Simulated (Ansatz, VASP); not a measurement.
# CdSe (Cadmoselite) in two plane-wave programs, part 2 of 2

Aim: how closely do two programs agree when they are given the same cell, functional and k mesh? The cell is a member of a volume series, scaled by 1.015 from a relaxed one, so a pressure remains.

VASP 6.6.1 and Ansatz 0.2.0.

So far. Step 2 (Ansatz: single point, LDA, volume scaled by 1.015): The run ends at a pressure of -1.26 GPa, with forces up to 0.0041 eV/Å.

## 6. VASP: relaxation, LDA

Level of this step: LDA; plane waves and PAW (Cd, Se) (VASP).

This run makes the geometry at which the two programs are then compared. The cell compared in this pair holds 106.08 Å³, against 111.00 Å³ for the pair before.

Input file INCAR:

```
SYSTEM = CdSe
PREC = Accurate
ENCUT = 500
EDIFF = 1E-07
NELM = 100
ISMEAR = 0
SIGMA = 0.03
LREAL = .FALSE.
ALGO = Normal
GGA = CA
NBANDS = 24
LORBIT = 11
LWAVE = .FALSE.
LCHARG = .FALSE.
KPAR = 8
IBRION = 2
NSW = 50
ISIF = 4
EDIFFG = -0.002
```

Input file POSCAR:

```
CdSe
1.0
    4.2167321438      0.0000000000      0.0000000000
   -2.1083660719      3.6517971575      0.0000000000
    0.0000000000      0.0000000000      6.8889456684
Cd Se
2 2
Direct
    0.3333333333      0.6666666667      0.4998360389
    0.6666666667      0.3333333333      0.9998360389
    0.3333333333      0.6666666667      0.8751639611
    0.6666666667      0.3333333333      0.3751639611
```

Input file KPOINTS:

```
Automatic mesh
0
Gamma
6 6 4
0 0 0
```

PAW data sets: Cd and Se (LDA family, release 64).

Run with:

```sh
$ mpirun -np 8 vasp_std
```

Numbers of over 12 decimals in the logs are rounded to 6 here.

The program printed:

```text
[banner, memory and clock lines left out]
running    8 mpi-ranks, on    1 nodes
[...]
[... a notice as in an earlier step ...]

 LDA part: xc-table for (Slater(with rela. corr.)+CA(PZ))
 , standard interpolation
 POSCAR, INCAR and KPOINTS ok, starting setup
[...]
entering main loop
       N       E                     dE             d eps       ncg     rms          rms(c)
DAV:   1     0.240902543358E+03    0.24090E+03   -0.17125E+04  1008   0.133E+03
DAV:   2    -0.234654777617E+01   -0.24325E+03   -0.23614E+03  1168   0.332E+02
DAV:   3    -0.141557390373E+02   -0.11809E+02   -0.11779E+02  1216   0.749E+01
DAV:   4    -0.142402888562E+02   -0.84550E-01   -0.84536E-01  1176   0.615E+00
[...]
DAV:  12    -0.134950292486E+02    0.49261E-06   -0.17212E-05  1200   0.495E-02    0.927E-03
DAV:  13    -0.134950287826E+02    0.46606E-06   -0.33801E-06  1184   0.232E-02    0.812E-04
DAV:  14    -0.134950288146E+02   -0.31974E-07   -0.20227E-07   920   0.266E-03
   1 F= -.13495029E+02 E0= -.13495029E+02  d E =-.134950E+02
[...]
N       E                     dE             d eps       ncg     rms          rms(c)
DAV:   1    -0.134950305285E+02   -0.17460E-05   -0.49183E-04  1040   0.132E-01    0.462E-03
DAV:   2    -0.134950305096E+02    0.18942E-07   -0.43740E-06  1216   0.144E-02    0.245E-03
DAV:   3    -0.134950303651E+02    0.14455E-06   -0.14566E-07   720   0.281E-03    0.135E-03
DAV:   4    -0.134950303198E+02    0.45236E-07   -0.94421E-08   600   0.233E-03
   2 F= -.13495030E+02 E0= -.13495030E+02  d E =-.150527E-05
 trial-energy change:   -0.000002  1 .order   -0.000002   -0.000002   -0.000001
 step:   3.9287(harm=  3.9287)  dis= 0.00058  next Energy=   -13.495033 (dE=-0.389E-05)
 reached required accuracy - stopping structural energy minimisation
```

OUTCAR, selected parts (step 6):

```text
  Total        1.2514495      1.2514495      1.2603433      0.0000000      0.0000000      0.0000000
  in kB       18.9011613     18.9011613     19.0354887      0.0000000      0.0000000      0.0000000
  external PRESSURE =      18.9459371 kB  Pullay stress =       0.0000000 kB

 POSITION                                       TOTAL-FORCE (eV/Angst)
 -----------------------------------------------------------------------------------
     -0.00000      2.43449      3.44362        -0.000000      0.000000      0.001952
      2.10833      1.21724      6.88821         0.000000      0.000000      0.001952
     -0.00000      2.43449      6.02903        -0.000000     -0.000000     -0.001952
      2.10833      1.21724      2.58443         0.000000     -0.000000     -0.001952
 -----------------------------------------------------------------------------------
    total drift:                                0.000000      0.000000      0.000426

  FREE ENERGIE OF THE ION-ELECTRON SYSTEM (eV)
  ---------------------------------------------------
  free  energy   TOTEN  =       -13.4950303198 eV

  energy  without entropy=      -13.4950303198  energy(sigma->0) =      -13.49503032

[... 2 parts as in an earlier step ...]

[... 2 further parts left out ...]
[key lines of the parts left out:]
E-fermi :   1.4819
```

## 7. Ansatz: single point, LDA, volume scaled by 0.97

The same cell, functional (in two slightly different forms), mesh and smearing now go to Ansatz, which takes its cutoff from its data sets.

The structure compared here is the end of the VASP relaxation.

Input file input.yaml:

```yaml
crystal:
  lattice:
    - [4.21665607, 0.0, 0.0]
    - [-2.10832803, 3.65173127, 0.0]
    - [0.0, 0.0, 6.88919425]
  atoms:
    - { symbol: Cd, position: [0.33333333, 0.66666667, 0.49985755] }
    - { symbol: Cd, position: [0.66666667, 0.33333333, 0.99985755] }
    - { symbol: Se, position: [0.33333333, 0.66666667, 0.87514245] }
    - { symbol: Se, position: [0.66666667, 0.33333333, 0.37514245] }
hamiltonian:
  xc: lda
  pseudopotentials: { kind: paw }
kpoints:
  mp_grid: { grid: [6, 6, 4] }
scf:
  occupations: { method: gaussian, width: 0.03 }
  n_extra_bands: 5
output:
  forces: true
  stress: true
  eigenvalues: true
```

Run with:

```sh
$ ansatz run input.yaml --threads 2 --pin off --max-ram 4608MiB --backend cpu --events-out ev --progress --plain --runs-dir out
```

The program printed:

```text
[...]
Crystal: 4 atoms, lattice volume = 106.080 Å³
Basis set: ecut = 420 eV, 2069 PW (Γ)
Bands: 41, of which v1, the nominal top of the filled ones, is band 36 counted from 1 (35 counted from 0)
Symmetry: 12 space group operations
[...]
k-points: 21 of 144 (time reversal used)
[...]
k-point 0: bands = [... 32 lower, 7.1823, 7.9767, 8.0458, 8.0458, 8.5531, 10.0993, 13.7782, 13.7782, ... 1 higher]
  k-point 1: bands = [... 32 lower, 7.2984, 7.2984, 7.9075, 7.9075, 9.6875, 10.1981, 13.6163, 13.8741, ... 1 higher]
  k-point 2: bands = [... 32 lower, 7.5920, 7.5920, 7.5920, 7.5920, 10.3098, 10.3098, 13.7946, 13.7946, ... 1 higher]
  k-point 20: bands = [... 32 lower, 5.2916, 5.2916, 6.7627, 6.7627, 11.7071, 11.7071, 13.6549, 13.6549, ... 1 higher]
[key lines of the parts left out:]
SCF converged after 7 iterations
Free energy (F): -27004.453581 eV
Fermi energy:    8.300090 eV
P = ⅓ Tr σ = 1.3501 GPa (13.501 kbar)
```

The job ended after 3.9 s (2 threads of Arm Neoverse V1, shared host; peak memory 0.36 GiB; 7.7 s of CPU time).

The run ends at a pressure of 1.35 GPa, with forces up to 1.2e-4 eV/Å.

## 8. Side by side

Compared:

| quantity | Ansatz | VASP | difference |
| --- | --- | --- | --- |
| pressure (GPa) | 1.35 | 1.89 | -0.54 |
| gap on the k mesh (eV) | 0.507 | 0.542 | -0.035 |

A gap on the mesh is an upper bound, since the band edges may lie between its points.

## 9. VASP: single point, r2SCAN, volume scaled by 1.015

A single point gives forces, pressure and levels at one fixed geometry, so differences don't come from the geometry; what else differs is listed under the comparison. The cell compared in this pair holds 117.75 Å³, against 106.08 Å³ for the pair before.

The input asks for a relaxation, which ended at its first step since no free force or stress exceeded the threshold; so it serves as a single point.

Input file INCAR:

```
SYSTEM = CdSe
PREC = Accurate
ENCUT = 500
EDIFF = 1E-06
NELM = 100
ISMEAR = 0
SIGMA = 0.03
LREAL = .FALSE.
ALGO = Normal
METAGGA = R2SCAN
LASPH = .TRUE.
NBANDS = 24
LORBIT = 11
LWAVE = .FALSE.
LCHARG = .FALSE.
KPAR = 8
IBRION = 2
NSW = 30
ISIF = 4
EDIFFG = -0.01
```

Input file POSCAR:

```
CdSe
1.0
    4.3689399985      0.0000000000      0.0000000000
   -2.1844699992      3.7836130263      0.0000000000
    0.0000000000      0.0000000000      7.1233011631
Cd Se
2 2
Direct
    0.3333333333      0.6666666667      0.4995427412
    0.6666666667      0.3333333333      0.9995427412
    0.3333333333      0.6666666667      0.8754572588
    0.6666666667      0.3333333333      0.3754572588
```

KPOINTS is that of step 6.

PAW data sets: Cd and Se (PBE family, release 64).

Run with:

```sh
$ mpirun -np 8 vasp_std
```

The program printed:

```text
[banner, memory and clock lines left out]
running    8 mpi-ranks, on    1 nodes
[...]
[... a notice as in an earlier step ...]

|                                                                             |
|               ----> ADVICE to this user running VASP <----                  |
|                                                                             |
|     You enforced a specific xc type in the INCAR file but a different       |
|     [... a line on the potential file left out ...]
|     I HOPE YOU KNOW WHAT YOU ARE DOING!                                     |
|                                                                             |

 LDA part: xc-table for (None), standard interpolation
 POSCAR, INCAR and KPOINTS ok, starting setup
[...]
entering main loop
       N       E                     dE             d eps       ncg     rms          rms(c)
DAV:   1     0.167038651745E+03    0.16704E+03   -0.17099E+04  1008   0.133E+03
DAV:   2    -0.698200290147E+02   -0.23686E+03   -0.23087E+03  1160   0.325E+02
DAV:   3    -0.815261834510E+02   -0.11706E+02   -0.11674E+02  1200   0.740E+01
DAV:   4    -0.816071845510E+02   -0.81001E-01   -0.80981E-01  1168   0.611E+00
[...]
DAV:  12    -0.718259994787E+02   -0.31595E-04   -0.11303E-04  1192   0.935E-02    0.438E-02
DAV:  13    -0.718259953807E+02    0.40980E-05   -0.56206E-05  1144   0.703E-02    0.490E-03
DAV:  14    -0.718259959683E+02   -0.58765E-06   -0.77149E-07   848   0.714E-03
   1 F= -.71825996E+02 E0= -.71825996E+02  d E =-.718260E+02
[...]
reached required accuracy - stopping structural energy minimisation
```

Parts of OUTCAR (step 9):

```text
  Total       -0.5377883     -0.5377883     -0.5374508     -0.0000000      0.0000000      0.0000000
  in kB       -7.3174181     -7.3174181     -7.3128252     -0.0000000      0.0000000      0.0000000
  external PRESSURE =      -7.3158871 kB  Pullay stress =       0.0000000 kB

 POSITION                                       TOTAL-FORCE (eV/Angst)
 -----------------------------------------------------------------------------------
     -0.00000      2.52241      3.55839         0.000000     -0.000000     -0.001717
      2.18447      1.26120      7.12004        -0.000000      0.000000     -0.001717
     -0.00000      2.52241      6.23615        -0.000000      0.000000      0.001717
      2.18447      1.26120      2.67450        -0.000000      0.000000      0.001717
 -----------------------------------------------------------------------------------
    total drift:                               -0.000000     -0.000000     -0.002546

  FREE ENERGIE OF THE ION-ELECTRON SYSTEM (eV)
  ---------------------------------------------------
  free  energy   TOTEN  =       -71.8259959683 eV

  energy  without entropy=      -71.8259959683  energy(sigma->0) =      -71.82599597

[... 2 parts as in an earlier step ...]

[... 2 further parts left out ...]
[key lines of the parts left out:]
E-fermi :   0.4508
```

## 10. Ansatz: single point, r2SCAN, volume scaled by 1.015

The same cell, functional, mesh and smearing now go to Ansatz, which takes its cutoff from its data sets.

The cell is a member of a volume series, scaled by 1.015 from a relaxed one, so a pressure remains.

input.yaml, the sections that differ from step 7:

```yaml
crystal:
  lattice:
    - [4.36894, 0.0, 0.0]
    - [-2.18447, 3.78361303, 0.0]
    - [0.0, 0.0, 7.12330116]
  atoms:
    - { symbol: Cd, position: [0.33333333, 0.66666667, 0.49954274] }
    - { symbol: Cd, position: [0.66666667, 0.33333333, 0.99954274] }
    - { symbol: Se, position: [0.33333333, 0.66666667, 0.87545726] }
    - { symbol: Se, position: [0.66666667, 0.33333333, 0.37545726] }
hamiltonian:
  xc: r2scan
  pseudopotentials: { kind: paw }
# kpoints, scf, output: as in step 7
```

Run with:

```sh
$ ansatz run input.yaml --threads 2 --pin off --max-ram 4608MiB --backend cpu --events-out ev --progress --plain --runs-dir out
```

The program printed:

```text
[...]
Crystal: 4 atoms, lattice volume = 117.751 Å³
Basis set: ecut = 500 eV, 2971 PW (Γ), exchange–correlation on 128×128×216 points (64 copies of the dense FFT grid, shifted against one another)
Bands: 41, of which v1, the nominal top of the filled ones, is band 36 counted from 1 (35 counted from 0)
Symmetry: 12 space group operations
[...]
k-point 0: bands = [... 32 lower, 5.8346, 6.5019, 6.5421, 6.5421, 7.5996, 9.1630, 12.9342, 12.9342, ... 1 higher]
  k-point 1: bands = [... 32 lower, 5.9315, 5.9315, 6.4311, 6.4311, 8.5614, 9.2514, 12.7625, 13.0152, ... 1 higher]
  k-point 2: bands = [... 32 lower, 6.1743, 6.1743, 6.1743, 6.1743, 9.2847, 9.2847, 12.7708, 12.7708, ... 1 higher]
  k-point 20: bands = [... 32 lower, 4.2593, 4.2593, 5.5001, 5.5001, 10.7077, 10.7077, 12.6633, 12.6633, ... 1 higher]
[key lines of the parts left out:]
SCF converged after 7 iterations
Free energy (F): -27495.663892 eV
Fermi energy:    7.071110 eV
P = ⅓ Tr σ = -0.9610 GPa (-9.610 kbar)
```

It took 11 s on 2 threads; peak memory 0.58 GiB.

The run ends at a pressure of -0.96 GPa, with forces up to 0.0021 eV/Å.

## 11. Side by side

What differs besides the data sets and the points named for the pairs above, as far as they apply: VASP keeps PBE cores, Ansatz makes them for the functional. Total energies have different zeros and are not compared.

Both answers:

```
              quantity  Ansatz   VASP  difference
        pressure (GPa)   -0.96  -0.73       -0.23
gap on the k mesh (eV)   1.058  1.046      +0.011
```

A gap on the mesh is an upper bound, since the band edges may lie between its points.

## 12. Further runs

Further runs change the set-up of one program: Ansatz's method, potentials or start, or VASP's data sets, cutoff or form of LDA. The table gives Ansatz less VASP for each quantity, since a change that brings one quantity closer may part another.

| run | r.m.s. force difference (meV/Å) | pressure (GPa) | gap on the k mesh (eV) |
| --- | --- | --- | --- |
| as above | 0.21 | -0.23 | 0.011 |
| Ansatz's all-electron LAPW method | 0.23 | -0.23 | 0.018 |

## 13. Outcome

| Property | Result |
| --- | --- |
| difference in gap on the k mesh (single point, LDA, volume scaled by 1.015) | -0.032 eV |
| difference in gap on the k mesh (single point, LDA, volume scaled by 0.97) | -0.035 eV |
| difference in pressure (single point, LDA, volume scaled by 0.97) | -0.54 GPa |
| difference in gap on the k mesh (single point, r2SCAN, volume scaled by 1.015) | 0.011 eV |

The difference in pressure is -0.54 GPa (single point, LDA, volume scaled by 0.97), within the 1 GPa picked in this series as the mark of a large difference. For single point, LDA, volume scaled by 1.015, no further run moves any of the tabulated differences by more than a quarter of its size. Single point, r2SCAN, volume scaled by 1.015, Ansatz's all-electron LAPW method: the difference in gap on the k mesh goes from 0.011 to 0.018 eV. 4 further runs of this series are not shown here. How closely two codes agree says nothing of how well the functional describes the real material.

[Lines on the potential files, build, host, timing and source positions are cut from VASP's logs without a mark.]

[Logs are printed without paths, hosts, clocks, repeated set-up lines and the standing remarks that a program may print on its own settings, such as how far it seeks lower states.]

[Hosts, paths, dates, database ids (printed as entryN), source tags and the programs' standing remarks are cut or masked in the printed files.]
